**Hexagonal-diamond tin on a ladder of methods: volume, stiffness and gap**

The table holds band gap, volume per atom, bulk modulus at fixed shape and rough time for one tin crystal by plane-wave PBE and r2SCAN, small-basis PBE, GFN1/GFN2 tight binding and PM6/PM7, all starting from the r2SCAN cell, without spin or spin-orbit coupling. The program tests the Murnaghan form with $B'=4$ for the volume implied by the pressures of four methods, and a power law $B_0\propto V_0^{-n}$ fitted to r2SCAN, PBE and PBE DZVP against $n=4$ and $n=7/6$. The fit gives $n=4.2$; SZV, GFN1 and GFN2, left out of it, deviate from the curve by +12, +28 and −19 %. The output also lists the uneven stresses of the tight-binding rows, the doubled pressure and false gap of the coarse PBE run, and the scaling penalty of cluster sampling.

Hexagonal-diamond tin (P6_3/mmc, 4 atoms per cell, periodic in 3D) by the methods named in the rows, without spin or spin-orbit coupling. Gaps and times are from single points on the r2SCAN-relaxed cell, with overlapping bands given as zero gap; volumes are relaxed or from energy curves, moduli at fixed cell shape. Rows with 72 atoms use a periodic cluster of 3×3×2 cells.

## Numerical check

```python
# Table: hexagonal-diamond Sn (P6_3/mmc), gap, volume per atom, bulk modulus and rough time from several
# programs (plane-wave PBE and r2SCAN, small-basis PBE, GFN-xTB, PM6/PM7), no spin, no spin-orbit.
# Tested: Murnaghan form (B'=4) for volume from pressure, and B ~ V^-n against n=4 and n=7/6.
T = {
    'rung_name': ['PBE coarse-settings', 'GFN1-xTB tblite', 'GFN2-xTB tblite', 'PBE', 'PBE SZV', 'PM6', 'PBE sz-orbitals', 'r2SCAN', 'PM7', 'PBE DZVP'],
    'rung_kind': ['low cutoff and mesh', 'tight binding', 'tight binding', 'semilocal', 'small basis', 'semi-empirical', 'small basis', 'semilocal', 'semi-empirical', 'small basis'],
    'rung_band_gap': [0.0, 0.0, 0.0, 0.0, 0.0, 2.28, 0.0, 0.0, 3.855, 0.0],  # eV
    'rung_volume_per_atom': [None, 35.0, 34.3, 36.84, 36.59, None, None, 35.41, None, 37.29],  # angstrom^3
    'rung_bulk_modulus': [None, 57.8, 40.0, 36.2, 42.0, None, None, 43.0, None, 34.6],  # GPa
    'rung_atoms_computed': [4, 72, 72, 4, 4, 72, 4, 4, 72, 4],
    'cost': [1, 2, 5, 6, 7, 9, 10, 10, 20, 20],  # s
}
import numpy as np
from scipy import constants as C
N = T['rung_name']
def g(key, n): return T[key][N.index(n)]
V = {n: g('rung_volume_per_atom', n) for n in N if g('rung_volume_per_atom', n) is not None}
B = {n: g('rung_bulk_modulus', n) for n in V}
G1, G2, CO = 'GFN1-xTB tblite', 'GFN2-xTB tblite', 'PBE coarse-settings'
Vr, Br, Bp = V['r2SCAN'], B['r2SCAN'], 4.0
# further outputs of the same runs on the r2SCAN cell: in-plane and c-axis stress, GPa, compression positive
S = {CO: (4.14171, 1.397279), 'PBE': (1.64994, 1.36313), 'PBE SZV': (1.43761, 1.46635),
     G1: (0.70874, -3.37052), G2: (-0.09424, -2.39586)}
P = {n: (2*a + c)/3 for n, (a, c) in S.items()}
print("Steps against r2SCAN: volume %, bond length % (fixed shape), modulus %")
for n in V:
    if n != 'r2SCAN':
        print(f"  {n:16s} {100*(V[n]/Vr-1):+5.1f} {100*((V[n]/Vr)**(1/3)-1):+5.2f} {100*(B[n]/Br-1):+6.1f}")
for n in ('PBE SZV', 'PBE DZVP'):
    print(f"  {n} against PBE: volume {100*(V[n]/V['PBE']-1):+.1f} %, modulus {100*(B[n]/B['PBE']-1):+.1f} %")
print(f"Rounding of table: volume {100*0.005/Vr:.2f} %, modulus {100*0.05/Br:.2f} %")
print("Murnaghan, B'=4: P GPa, V model, V table A^3, error %, P needed GPa, B at r2SCAN volume GPa")
ev = {}
for n in ('PBE', 'PBE SZV', G1, G2):
    vm = Vr*(1 + Bp*P[n]/B[n])**(1/Bp)
    ev[n] = 100*(vm/V[n] - 1)
    pn = B[n]/Bp*((V[n]/Vr)**Bp - 1)
    print(f"  {n:16s} {P[n]:+.2f} {vm:.2f} {V[n]:.2f} {ev[n]:+.2f} {pn:+.2f} {B[n]*(V[n]/Vr)**Bp:.1f}")
print(f"  worst row: {max(ev, key=lambda k: abs(ev[k]))}; linear P/B for PBE {100*P['PBE']/B['PBE']:.1f} %")
fit = ['r2SCAN', 'PBE', 'PBE DZVP']
sl, ic = np.polyfit([np.log(V[n]/Vr) for n in fit], [np.log(B[n]) for n in fit], 1)
print(f"B ~ V^-n fitted on r2SCAN, PBE, PBE DZVP: n = {-sl:.2f}, B at r2SCAN volume {np.exp(ic):.1f} GPa")
print("Table modulus over model, %: fitted n; n=4 and n=7/6 from r2SCAN (* not in fit)")
for n in V:
    x = V[n]/Vr
    r = [100*(B[n]/m - 1) for m in (np.exp(ic)*x**sl, Br*x**-Bp, Br*x**(-7/6))]
    print(f"  {n + ('' if n in fit else ' *'):18s} {r[0]:+6.1f} {r[1]:+6.1f} {r[2]:+6.1f}")
print("Stress on the r2SCAN cell, GPa: in plane, along c, mean, c minus plane")
for n, (a, c) in S.items():
    print(f"  {n:20s} {a:+.2f} {c:+.2f} {P[n]:+.2f} {c-a:+.2f}")
dP = P[CO] - P['PBE']
Bc = B['PBE']*(V['PBE']/Vr)**Bp
print(f"Coarse minus PBE pressure {dP:+.2f} GPa (ratio {P[CO]/P['PBE']:.2f}), roughly {100*dP/Bc:.0f} % in volume")
# further outputs of the same runs: force on atom 1 along c (eV/A), free energy (eV), gaps (eV)
print(f"Force along c, eV/A: coarse {0.099748:+.3f}, PBE {-0.044752:+.3f}, SZV {0.057996:+.3f}")
print(f"Coarse minus PBE energy {(24096.737-24094.8686)/4:.2f} eV/atom")
print(f"Gap on own mesh / with extra k, eV: coarse {0.17557:+.3f} / {-0.23252:+.3f}, PBE {-0.089739:+.3f} / {-0.22454:+.3f}")
print(f"Missed by own mesh: coarse {0.17557+0.23252:.2f} eV, PBE {0.22454-0.089739:.2f} eV; SZV 7e-6, xTB 3e-6 eV (touching)")
p6, p7 = g('rung_band_gap', 'PM6'), g('rung_band_gap', 'PM7')
na, n0 = g('rung_atoms_computed', 'PM6'), g('rung_atoms_computed', 'PBE')
L = (na*Vr)**(1/3)
ec = C.e/(4*np.pi*C.epsilon_0*L*C.angstrom)
print(f"PM6 {p6:.2f}, PM7 {p7:.2f}, difference {p7-p6:.2f} eV; bare e^2/L for L={L:.1f} A about {ec:.0f} eV")
print(f"Cluster = {na/n0:.0f} cells; cubic scaling penalty against as many k points: x{(na/n0)**2:.0f}")
kinds = sorted(set(T['rung_kind']))
rng = {k: [c for c, q in zip(T['cost'], T['rung_kind']) if q == k] for k in kinds}
print("Rough time s: " + "; ".join(f"{k} {min(v):g}-{max(v):g}" for k, v in rng.items()))
assert all(abs(ev[n]) < 0.3 for n in ('PBE', 'PBE SZV', G1))
assert 3.5 < -sl < 5.0
assert min(abs(S[n][1]-S[n][0]) for n in (G1, G2)) > 5*abs(S['PBE'][1]-S['PBE'][0])
assert all((x > 2) == n.startswith('PM') for n, x in zip(N, T['rung_band_gap']))
```

Output:

```
Steps against r2SCAN: volume %, bond length % (fixed shape), modulus %
  GFN1-xTB tblite   -1.2 -0.39  +34.4
  GFN2-xTB tblite   -3.1 -1.06   -7.0
  PBE               +4.0 +1.33  -15.8
  PBE SZV           +3.3 +1.10   -2.3
  PBE DZVP          +5.3 +1.74  -19.5
  PBE SZV against PBE: volume -0.7 %, modulus +16.0 %
  PBE DZVP against PBE: volume +1.2 %, modulus -4.4 %
Rounding of table: volume 0.01 %, modulus 0.12 %
Murnaghan, B'=4: P GPa, V model, V table A^3, error %, P needed GPa, B at r2SCAN volume GPa
  PBE              +1.55 36.84 36.84 +0.00 +1.55 42.4
  PBE SZV          +1.45 36.57 36.59 -0.05 +1.47 47.9
  GFN1-xTB tblite  -0.65 35.00 35.00 +0.01 -0.66 55.2
  GFN2-xTB tblite  -0.86 34.62 34.30 +0.94 -1.20 35.2
  worst row: GFN2-xTB tblite; linear P/B for PBE 4.3 %
B ~ V^-n fitted on r2SCAN, PBE, PBE DZVP: n = 4.24, B at r2SCAN volume 43.0 GPa
Table modulus over model, %: fitted n; n=4 and n=7/6 from r2SCAN (* not in fit)
  GFN1-xTB tblite *   +28.1  +28.3  +32.6
  GFN2-xTB tblite *   -18.7  -18.1  -10.4
  PBE                  -0.4   -1.4  -11.8
  PBE SZV *           +12.3  +11.4   +1.5
  r2SCAN               +0.1   +0.0   +0.0
  PBE DZVP             +0.3   -1.0  -14.5
Stress on the r2SCAN cell, GPa: in plane, along c, mean, c minus plane
  PBE coarse-settings  +4.14 +1.40 +3.23 -2.74
  PBE                  +1.65 +1.36 +1.55 -0.29
  PBE SZV              +1.44 +1.47 +1.45 +0.03
  GFN1-xTB tblite      +0.71 -3.37 -0.65 -4.08
  GFN2-xTB tblite      -0.09 -2.40 -0.86 -2.30
Coarse minus PBE pressure +1.67 GPa (ratio 2.08), roughly 4 % in volume
Force along c, eV/A: coarse +0.100, PBE -0.045, SZV +0.058
Coarse minus PBE energy 0.47 eV/atom
Gap on own mesh / with extra k, eV: coarse +0.176 / -0.233, PBE -0.090 / -0.225
Missed by own mesh: coarse 0.41 eV, PBE 0.13 eV; SZV 7e-6, xTB 3e-6 eV (touching)
PM6 2.28, PM7 3.85, difference 1.58 eV; bare e^2/L for L=13.7 A about 1 eV
Cluster = 18 cells; cubic scaling penalty against as many k points: x324
Rough time s: low cutoff and mesh 1-1; semi-empirical 9-20; semilocal 6-10; small basis 7-20; tight binding 2-5
```
